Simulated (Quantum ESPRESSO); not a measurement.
PbS: zone-centre phonons under several settings

```
Pb S
1.0
     2.07995   -5.99130    0.00000
     2.07995    5.99130    0.00000
     0.00000    0.00000    4.27932
Pb S
2 2
Direct
  0.13056 0.86944 0.25000
  0.86944 0.13056 0.75000
  0.35480 0.64520 0.25000
  0.64520 0.35480 0.75000
```

Measurements of this composition are mostly on another form, of space group No. 225.

All runs used Quantum ESPRESSO 7.5; potentials PseudoDojo 0.4.1 SR PBE standard; k mesh 4 × 4 × 4, shifted; no spin polarisation; cutoff 762 eV; occupations smeared at first, fixed for the response.

| level | geometry | volume (Å³/atom) | pressure (GPa) | lowest optical mode without the field (cm⁻¹) | highest optical mode without the field (cm⁻¹) | sum of the Born charges (e) |
| --- | --- | --- | --- | --- | --- | --- |
| PBE+D3(BJ) | relaxed cell | 25.53 | 0.0 | 33 | 204 | -0.04 |
| PBE | given cell, atoms relaxed | 26.66 | ? | ? | ? | ? |

Question: What stands in the row left open?

Answer: Pressure 0.8 GPa; lowest optical mode without the field 32 cm⁻¹; highest optical mode without the field 197 cm⁻¹; sum of the Born charges 0.00 e.

For the row left open. Caveat: the mesh is thin for the dielectric tensor, Born charges and intensities, which usually come out too large.
